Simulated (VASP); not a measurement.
# CdS (Hawleyite) (F-43m) in VASP: further runs

Runs on CdS (Hawleyite). Level: PBE. Tasks: G0W0 quasiparticle levels.

Everything below comes from runs of VASP 6.6.1. Logs are shortened: lines on timing, memory, paths and dates and some standing lists are left out, and cuts for length are marked.

### Step 1. Starting point

It takes space group F-43m (No. 216, cubic). The conventional cell has a = 5.833 Å, b = 5.833 Å, c = 5.833 Å, α = 90.00°, β = 90.00°, γ = 90.00°. Around Cd (site symmetry -43m) lie 4 S at 2.53 Å. Around S (site symmetry -43m) lie 4 Cd at 2.53 Å.

### Step 2. G0W0 quasiparticle levels, PBE

Input file POSCAR:

```
CdS
1.0
    0.0000000000      2.9165000000      2.9165000000
    2.9165000000      0.0000000000      2.9165000000
    2.9165000000      2.9165000000      0.0000000000
Cd S
1 1
Direct
    0.0000000000      0.0000000000      0.0000000000
    0.7500000000      0.7500000000      0.7500000000
```

Input file INCAR.step1:

```
SYSTEM = CdS
PREC = Accurate ; ENCUT = 450
EDIFF = 1E-8 ; ISMEAR = 0
SIGMA = 0.01 ; LREAL = .False.
LASPH = .True. ; NELM = 60
ALGO = Normal ; LWAVE = .True.
LCHARG = .False. ; GGA = PE
```

Input file INCAR.step2:

```
SYSTEM = CdS
PREC = Accurate ; ENCUT = 450
EDIFF = 1E-8 ; ISMEAR = 0
SIGMA = 0.01 ; LREAL = .False.
LASPH = .True. ; NELM = 1
ALGO = Exact ; LWAVE = .True.
LCHARG = .False. ; GGA = PE
NBANDS = 23 ; LOPTICS = .True.
ISTART = 1
```

Input file INCAR.step3:

```
SYSTEM = CdS
PREC = Accurate ; ENCUT = 450
EDIFF = 1E-8 ; ISMEAR = 0
SIGMA = 0.01 ; LREAL = .False.
LASPH = .True. ; ALGO = EVGW0
LWAVE = .False. ; LCHARG = .False.
GGA = PE ; NELMGW = 1
NBANDS = 23 ; ENCUTGW = 260
NOMEGA = 48 ; PRECFOCK = Fast
ISTART = 1 ; NBANDSGW = 17
```

Input file KPOINTS:

```
regular mesh
0
Gamma
  3 3 3
  0 0 0
```

Potentials or basis: VASP PAW PBE potentials, release 64 (Cd_GW, S_GW).

The run is started by

```bash
$ cat potpaw_PBE.64/Cd_GW/POTCAR potpaw_PBE.64/S_GW/POTCAR > POTCAR
$ cp INCAR.step1 INCAR
$ mpirun -np 1 vasp_std > vasp.out
$ cp INCAR.step2 INCAR
$ mpirun -np 1 vasp_std > vasp.out
$ cp INCAR.step3 INCAR
$ mpirun -np 1 vasp_std > vasp.out
```

OUTCAR:

```text
SYSTEM = CdS
   PREC = Accurate
   ENCUT = 450
   EDIFF = 1E-8
   ISMEAR = 0
   LREAL = .False.
   LASPH = .True.
   GGA = PE
   NELMGW = 1
   ENCUTGW = 260
   PRECFOCK = Fast
   ISTART = 1

 Found      4 irreducible k-points:

 Following reciprocal coordinates:
            Coordinates               Weight
  0.000000  0.000000  0.000000      1.000000
  0.333333  0.000000  0.000000      8.000000
  0.333333  0.333333  0.000000      6.000000
 -0.333333  0.333333  0.000000     12.000000
   k-points           NKPTS =      4   k-points in BZ     NKDIM =     27   number of bands    NBANDS=     23
   number of dos      NEDOS =    301   number of ions     NIONS =      2
   total plane-waves  NPLWV =  27000
   dimension x,y,z NGX =    30 NGY =   30 NGZ =   30
   dimension x,y,z NGXF=    60 NGYF=   60 NGZF=   60
   ions per type =               1   1
   NGX,Y,Z   is equivalent  to a cutoff of  12.09, 12.09, 12.09 a.u.
   NGXF,Y,Z  is equivalent  to a cutoff of  24.18, 24.18, 24.18 a.u.
 SYSTEM =  CdS
   PREC   = accura    normal or accurate (medium, high low for compatibility)
   ISTART =      1    job   : 0-new  1-cont  2-samecut
   ICHARG =      0    charge: 1-file 2-atom 10-const
   ISPIN  =      1    spin polarized calculation?
   LNONCOLLINEAR =      F non collinear calculations
   LSORBIT =      F    spin-orbit coupling
   LASPH  =      T    aspherical Exc in radial PAW
   ENCUT  =  450.0 eV  33.07 Ry    5.75 a.u.   7.13  7.13  7.13*2*pi/ulx,y,z
   NELM   =     60;   NELMIN=  2; NELMDL=  0     # of ELM steps
   EDIFF  = 0.1E-07   stopping-criterion for ELM
   LREAL  =      F    real-space projection
   EDIFFG = 0.1E-06   stopping-criterion for IOM
   NSW    =      0    number of steps for IOM
   IBRION =     -1    ionic relax: 0-MD 1-quasi-New 2-CG
   NFREE  =      0    steps in history (QN), initial steepest desc. (CG)
   ISIF   =      0    stress and relaxation
   ISYM   =      3    0-nonsym 1-usesym 2-fastsym
   POTIM  = 0.5000    time-step for ionic-motion
   TEBEG  =    0.0;   TEEND  =   0.0 temperature during run
   PSTRESS=    0.0 pullay stress
   NELECT =      18.0000    total number of electrons
   NUPDOWN=      -1.0000    fix difference up-down
   EMIN   =  10.00;   EMAX   =-10.00  energy-range for DOS
   EFERMI =   0.00;   METHOD = LEGACY
   ISMEAR =     0;   SIGMA  =   0.01  broadening in eV -4-tet -1-fermi 0-gaus
   EFERMI_NEDOS =   21; number of points for ismear=-14 and -15
   IALGO  =     38    algorithm
   IMIX   =      4    mixing-type and parameters
     AMIX     =   0.40;   BMIX     =  1.00
     AMIX_MAG =   1.60;   BMIX_MAG =  1.00
  volume/ion in A,a.u.               =      24.81       167.41
  Fermi-wavevector in a.u.,A,eV,Ry     =   1.167599  2.206442 18.548649  1.363287
  Thomas-Fermi vector in A             =   2.304097
   LORBIT       =      0    0 simple, 1 ext, 2 COOP (PROOUT), +10 PAW based schemes
   GGA     = PE    functional components
   LHFCALC =     T    Hartree Fock is set to
   PRECFOCK=fast      Normal, Fast or Accurate (Low or Medium for compatibility)
   ENCUT4O =  -1.0   cutoff for four orbital integrals eV
   NKREDX  =     1    reduce k-point grid by
   NKREDY  =     1    reduce k-point grid by
   NKREDZ  =     1    reduce k-point grid by
   AEXX    =    1.0000 exact exchange contribution
   HFSCREEN=    0.0000 screening length (either q_TF or 0.3 A-1)
   HFSCREENC=   0.0000 screening length for correlation (either q_TF or 0.3 A-1)
   ENCUTFOCK=  -1.0 apply spherical cutoff to Coloumb kernel
   IVDW    =     0    specifies the selected vdW correction
   LEPSILON=     F    determine dielectric tensor
   LRPA    =     F    only Hartree local field effects (RPA)
   LRPAFORCE           =     F    calculate RPA forces
   ENCUTGW             = 260.0    cutoff for response function in eV
   ENCUTGWSOFT         = 208.0    soft cutoff for Coulomb kernel in GW response function in eV
   ENCUTLF             =  -1.0    cutoff for local field effects
   NELMGW              =     1    number of iterations in solving QP/BSE equation
   NELMHF              =     1    number of iterations in the inner HF iteration
   NKREDLFX            =     1    NKREDLFY  =   1   NKREDLFZ  =   1
 non-spin polarized calculation
 Gauss-broadening in eV      SIGMA  =   0.01
  energy-cutoff  :      450.00
  volume of cell :       49.62
 maximum number of plane-waves:      1089
 NGX is ok and might be reduce to    30
  NGX = 16; NGY = 16; NGZ = 16
   NGX = 15   NGY = 15   NGZ = 15
 maximum number of plane-waves:       474

 QP shifts <psi_nk| G(iteration)W_0 |psi_nk>: iteration 1
 for sc-GW calculations column KS-energies equals QP-energies in previous step
 and V_xc(KS)=  KS-energies - (<T + V_ion + V_H > + <T+V_H+V_ion>^1  + <V_x>^1)

 k-point   1 :       0.0000    0.0000    0.0000
  band No.  KS-energies  QP-energies   sigma(KS)   V_xc(KS)     V^pw_x(r,r')   Z            occupation Imag(sigma)

      1      -9.6269      -9.5171     -12.8166     -12.9919     -20.9027       0.6265       2.0000       1.3973
      2      -5.0684      -6.1937     -16.8049     -15.1709     -22.9360       0.6887       2.0000       0.3573
      3      -5.0684      -6.1937     -16.8049     -15.1709     -22.9360       0.6887       2.0000       0.3573
      4      -5.0684      -6.1937     -16.8049     -15.1709     -22.9360       0.6887       2.0000       0.3573
      5      -4.5976      -5.8346     -17.2608     -15.4962     -23.2435       0.7010       2.0000       0.2969
      6      -4.5976      -5.8346     -17.2608     -15.4962     -23.2435       0.7010       2.0000       0.2969
      7       2.7321       2.7902     -13.7434     -13.8225     -16.9502       0.7339       2.0000       0.1597
      8       2.7321       2.7902     -13.7434     -13.8225     -16.9502       0.7339       2.0000       0.1597
      9       2.7321       2.7902     -13.7434     -13.8225     -16.9502       0.7339       2.0000       0.1597
     10       3.8353       4.7211      -8.6851      -9.8350      -5.6008       0.7703       0.0000      -0.1374
     11       9.2047      10.4787      -8.1239      -9.7897      -4.8439       0.7648       0.0000      -0.1805
     12       9.2047      10.4787      -8.1239      -9.7897      -4.8439       0.7648       0.0000      -0.1805
     13       9.2047      10.4787      -8.1239      -9.7897      -4.8439       0.7648       0.0000      -0.1805
     14      14.0797      15.6419      -8.6494     -10.7264      -4.9380       0.7521       0.0000      -0.3431
     15      14.0797      15.6419      -8.6494     -10.7264      -4.9380       0.7521       0.0000      -0.3431
     16      14.1407      15.1571      -6.5604      -7.8901      -2.3983       0.7644       0.0000      -0.4566
     17      15.9596      16.6865      -6.2728      -7.2158      -2.1079       0.7708       0.0000      -0.5552

 k-point   2 :       0.3333    0.0000    0.0000
  band No.  KS-energies  QP-energies   sigma(KS)   V_xc(KS)     V^pw_x(r,r')   Z            occupation Imag(sigma)

      1      -9.3038      -9.2178     -13.2829     -13.4191     -21.2667       0.6311       2.0000       1.2959
      2      -4.9703      -6.1115     -16.8960     -15.2474     -23.0090       0.6922       2.0000       0.3507
      3      -4.9703      -6.1115     -16.8960     -15.2474     -23.0090       0.6922       2.0000       0.3507
      4      -4.5971      -5.6955     -16.6216     -15.0455     -22.6116       0.6969       2.0000       0.3586
      5      -4.5807      -5.8192     -17.2799     -15.5178     -23.2754       0.7029       2.0000       0.2978
      6      -4.5807      -5.8192     -17.2799     -15.5178     -23.2754       0.7029       2.0000       0.2978
      7      -0.6975      -0.9136     -12.0881     -11.7845     -15.7293       0.7117       2.0000       0.2578
      8       2.1503       2.1517     -13.3351     -13.3371     -16.6002       0.7292       2.0000       0.1706
      9       2.1503       2.1517     -13.3351     -13.3371     -16.6002       0.7292       2.0000       0.1706
     10       5.6651       6.7484      -8.7369     -10.1509      -5.6155       0.7661       0.0000      -0.1480
     11       9.4214      10.4198      -8.6013      -9.9392      -5.0588       0.7463       0.0000      -0.2167
     12       9.7500      10.9754      -8.1595      -9.7714      -4.7759       0.7602       0.0000      -0.1991
     13       9.7500      10.9754      -8.1595      -9.7714      -4.7759       0.7602       0.0000      -0.1991
     14      13.6760      14.3075      -6.3280      -7.1534      -2.2385       0.7651       0.0000      -0.4002
     15      13.7010      15.0687      -8.2015     -10.0127      -4.4381       0.7552       0.0000      -0.3490
     16      13.7010      15.0687      -8.2015     -10.0127      -4.4381       0.7552       0.0000      -0.3490
     17      18.3220      20.1533      -7.9498     -10.2802      -3.6687       0.7858       0.0000      -0.8668

 k-point   3 :       0.3333    0.3333    0.0000
  band No.  KS-energies  QP-energies   sigma(KS)   V_xc(KS)     V^pw_x(r,r')   Z            occupation Imag(sigma)

      1      -9.2013      -9.1264     -13.4423     -13.5609     -21.3927       0.6313       2.0000       1.2622
      2      -4.8462      -5.9945     -16.5640     -14.9175     -22.5267       0.6974       2.0000       0.3489
      3      -4.8208      -5.9796     -17.0783     -15.4114     -23.1891       0.6952       2.0000       0.3428
      4      -4.8208      -5.9796     -17.0783     -15.4114     -23.1891       0.6952       2.0000       0.3428
      5      -4.5327      -5.7799     -17.3361     -15.5674     -23.3312       0.7051       2.0000       0.2934
      6      -4.4825      -5.6196     -16.8403     -15.2174     -22.8132       0.7007       2.0000       0.3305
      7      -0.3891      -0.5487     -12.5878     -12.3649     -16.2042       0.7161       2.0000       0.2374
      8       1.2609       1.1688     -12.6994     -12.5721     -16.0602       0.7237       2.0000       0.1921
      9       1.2609       1.1688     -12.6994     -12.5721     -16.0602       0.7237       2.0000       0.1921
     10       6.5422       7.2495      -7.9475      -8.8661      -4.7725       0.7701       0.0000      -0.1572
     11       7.1465       8.4310      -8.9338     -10.6199      -5.8313       0.7618       0.0000      -0.1588
     12      11.0721      11.9250      -7.9376      -9.0655      -4.2494       0.7562       0.0000      -0.2585
     13      11.7910      13.1665      -8.6011     -10.4477      -4.8068       0.7449       0.0000      -0.3056
     14      11.7910      13.1665      -8.6011     -10.4477      -4.8068       0.7449       0.0000      -0.3056
     15      14.5519      16.2450      -8.4621     -10.7198      -4.6778       0.7499       0.0000      -0.3565
     16      18.0285      19.2313      -6.6375      -8.1650      -2.5435       0.7875       0.0000      -0.6807
     17      18.1520      19.9719      -8.6395     -11.0075      -4.2656       0.7686       0.0000      -0.8292

 k-point   4 :      -0.3333    0.3333    0.0000
  band No.  KS-energies  QP-energies   sigma(KS)   V_xc(KS)     V^pw_x(r,r')   Z            occupation Imag(sigma)

      1      -9.0987      -9.0405     -13.6340     -13.7258     -21.5520       0.6335       2.0000       1.2262
      2      -4.8899      -6.0521     -16.8733     -15.2036     -22.9342       0.6960       2.0000       0.3458
      3      -4.8169      -5.9761     -17.0823     -15.4167     -23.1912       0.6959       2.0000       0.3413
      4      -4.6468      -5.8755     -17.1725     -15.4189     -23.1757       0.7007       2.0000       0.3067
      5      -4.5750      -5.8176     -17.2727     -15.5085     -23.2673       0.7043       2.0000       0.2973
      6      -4.0334      -5.1315     -17.1571     -15.5957     -23.1416       0.7033       2.0000       0.3251
      7      -1.2094      -1.3413     -11.7634     -11.5762     -15.5264       0.7043       2.0000       0.2942
      8       0.1577      -0.0749     -11.9091     -11.5846     -15.3180       0.7168       2.0000       0.2234
      9       1.4329       1.3618     -12.8420     -12.7438     -16.1876       0.7235       2.0000       0.1873
     10       7.1243       8.2024      -8.4951      -9.9047      -5.3100       0.7648       0.0000      -0.1622
     11       8.4693       9.6156      -9.0293     -10.5596      -5.6875       0.7490       0.0000      -0.1910
     12      10.6624      11.6139      -8.3992      -9.6630      -4.8009       0.7529       0.0000      -0.2448
     13      11.1355      12.4429      -8.3192     -10.0604      -4.6638       0.7508       0.0000      -0.2592
     14      12.5455      13.6904      -7.7140      -9.2273      -3.7826       0.7565       0.0000      -0.3552
     15      13.9670      15.4156      -8.4128     -10.3333      -4.6374       0.7543       0.0000      -0.3731
     16      17.1131      18.7567      -8.0178     -10.1620      -3.8311       0.7665       0.0000      -0.6369
     17      17.7266      19.6595      -8.5350     -11.0242      -4.1776       0.7765       0.0000      -0.8208
```

It took 35 s on 1 thread of Intel Xeon 6975P-C (Granite Rapids), shared host; peak memory 0.5 GiB.

The run converged, but some of its settings lie outside the range that counts as converged, so its numbers aren't taken as properties of the crystal.

Results:

- Band gap on the k mesh, mean-field level: 1.10 eV, direct
- Quasiparticle gap: 1.93 eV
- Least direct quasiparticle gap: 1.93 eV

Caveat: the k mesh is coarse (spacing up to 0.62 Å⁻¹), so the values aren't converged; bands, screening cutoff and mesh are small and nothing is extrapolated, so the quasiparticle values aren't converged.

### Step 3. G0W0 quasiparticle levels, PBE

POSCAR is that of step 2.

INCAR.step1 is that of step 2.

Edit INCAR.step2 of step 2 so:

```diff
@@ -7,3 +7,3 @@
 LCHARG = .False. ; GGA = PE
-NBANDS = 23 ; LOPTICS = .True.
+NBANDS = 128 ; LOPTICS = .True.
 ISTART = 1
```

Edit INCAR.step3 of step 2 so:

```diff
@@ -7,3 +7,3 @@
 GGA = PE ; NELMGW = 1
-NBANDS = 23 ; ENCUTGW = 260
+NBANDS = 128 ; ENCUTGW = 50
 NOMEGA = 48 ; PRECFOCK = Fast
```

KPOINTS is that of step 2.

Potentials or basis: VASP PAW PBE potentials, release 64 (Cd_GW, S_GW).

The run is started by

```bash
$ cat potpaw_PBE.64/Cd_GW/POTCAR potpaw_PBE.64/S_GW/POTCAR > POTCAR
$ cp INCAR.step1 INCAR
$ mpirun -np 1 vasp_std > vasp.out
$ cp INCAR.step2 INCAR
$ mpirun -np 1 vasp_std > vasp.out
$ cp INCAR.step3 INCAR
$ mpirun -np 1 vasp_std > vasp.out
```

OUTCAR:

```text
SYSTEM = CdS
   PREC = Accurate
   ENCUT = 450
   EDIFF = 1E-8
   ISMEAR = 0
   LREAL = .False.
   LASPH = .True.
   GGA = PE
   NELMGW = 1
   ENCUTGW = 50
   PRECFOCK = Fast
   ISTART = 1

 Found      4 irreducible k-points:

 Following reciprocal coordinates:
            Coordinates               Weight
  0.000000  0.000000  0.000000      1.000000
  0.333333  0.000000  0.000000      8.000000
  0.333333  0.333333  0.000000      6.000000
 -0.333333  0.333333  0.000000     12.000000
   k-points           NKPTS =      4   k-points in BZ     NKDIM =     27   number of bands    NBANDS=    128
   number of dos      NEDOS =    301   number of ions     NIONS =      2
   total plane-waves  NPLWV =  27000
   dimension x,y,z NGX =    30 NGY =   30 NGZ =   30
   dimension x,y,z NGXF=    60 NGYF=   60 NGZF=   60
   ions per type =               1   1
   NGX,Y,Z   is equivalent  to a cutoff of  12.09, 12.09, 12.09 a.u.
   NGXF,Y,Z  is equivalent  to a cutoff of  24.18, 24.18, 24.18 a.u.
 SYSTEM =  CdS
   PREC   = accura    normal or accurate (medium, high low for compatibility)
   ISTART =      1    job   : 0-new  1-cont  2-samecut
   ICHARG =      0    charge: 1-file 2-atom 10-const
   ISPIN  =      1    spin polarized calculation?
[... 32 lines left out ...]
   PRECFOCK=fast      Normal, Fast or Accurate (Low or Medium for compatibility)
   ENCUT4O =  -1.0   cutoff for four orbital integrals eV
   NKREDX  =     1    reduce k-point grid by
   NKREDY  =     1    reduce k-point grid by
   NKREDZ  =     1    reduce k-point grid by
   AEXX    =    1.0000 exact exchange contribution
   HFSCREEN=    0.0000 screening length (either q_TF or 0.3 A-1)
   HFSCREENC=   0.0000 screening length for correlation (either q_TF or 0.3 A-1)
   ENCUTFOCK=  -1.0 apply spherical cutoff to Coloumb kernel
   IVDW    =     0    specifies the selected vdW correction
   LEPSILON=     F    determine dielectric tensor
   LRPA    =     F    only Hartree local field effects (RPA)
   LRPAFORCE           =     F    calculate RPA forces
   ENCUTGW             =  50.0    cutoff for response function in eV
   ENCUTGWSOFT         =  40.0    soft cutoff for Coulomb kernel in GW response function in eV
   ENCUTLF             =  -1.0    cutoff for local field effects
   NELMGW              =     1    number of iterations in solving QP/BSE equation
   NELMHF              =     1    number of iterations in the inner HF iteration
   NKREDLFX            =     1    NKREDLFY  =   1   NKREDLFZ  =   1
 non-spin polarized calculation
 Gauss-broadening in eV      SIGMA  =   0.01
  energy-cutoff  :      450.00
  volume of cell :       49.62
 maximum number of plane-waves:      1089
 NGX is ok and might be reduce to    30
  NGX = 16; NGY = 16; NGZ = 16
   NGX = 15   NGY = 15   NGZ = 15
 maximum number of plane-waves:        51
 NGX is ok and might be reduce to    10

 QP shifts <psi_nk| G(iteration)W_0 |psi_nk>: iteration 1
 for sc-GW calculations column KS-energies equals QP-energies in previous step
 and V_xc(KS)=  KS-energies - (<T + V_ion + V_H > + <T+V_H+V_ion>^1  + <V_x>^1)

 k-point   1 :       0.0000    0.0000    0.0000
  band No.  KS-energies  QP-energies   sigma(KS)   V_xc(KS)     V^pw_x(r,r')   Z            occupation Imag(sigma)

      1      -9.6269      -9.7238     -13.1435     -12.9919     -20.9027       0.6393       2.0000       1.1633
      2      -5.0684      -6.6756     -17.4784     -15.1709     -22.9360       0.6965       2.0000       0.2897
      3      -5.0684      -6.6756     -17.4784     -15.1709     -22.9360       0.6965       2.0000       0.2897
      4      -5.0684      -6.6756     -17.4784     -15.1709     -22.9360       0.6965       2.0000       0.2897
      5      -4.5976      -6.3323     -17.9574     -15.4962     -23.2435       0.7048       2.0000       0.2402
      6      -4.5976      -6.3323     -17.9574     -15.4962     -23.2435       0.7048       2.0000       0.2402
[... 59 lines left out ...]
      3      -4.8169      -6.4722     -17.7712     -15.4167     -23.1912       0.7030       2.0000       0.2796
      4      -4.6468      -6.3756     -17.8691     -15.4189     -23.1757       0.7056       2.0000       0.2507
      5      -4.5750      -6.3153     -17.9676     -15.5085     -23.2673       0.7077       2.0000       0.2419
      6      -4.0334      -5.6089     -17.8277     -15.5957     -23.1416       0.7059       2.0000       0.2719
[... 9 lines left out ...]
     16      17.1131      17.5762      -9.5336     -10.1620      -3.8311       0.7370       0.0000      -0.5434
     17      17.7266      18.3746     -10.1529     -11.0242      -4.1776       0.7437       0.0000      -0.6927
```

Wall time 34 s (1 thread of Intel Xeon 6975P-C (Granite Rapids), shared host); peak memory 0.34 GiB.

The run converged, but some of its settings lie outside the range that counts as converged, so its numbers aren't taken as properties of the crystal.

Results:

- Band gap on the k mesh, mean-field level: 1.10 eV, direct
- Quasiparticle gap: 1.65 eV
- Least direct quasiparticle gap: 1.65 eV

Caveat: the k mesh is coarse (spacing up to 0.62 Å⁻¹), so the values aren't converged; bands, screening cutoff and mesh are small and nothing is extrapolated, so the quasiparticle values aren't converged.

(Continued in part 2 of 2.)
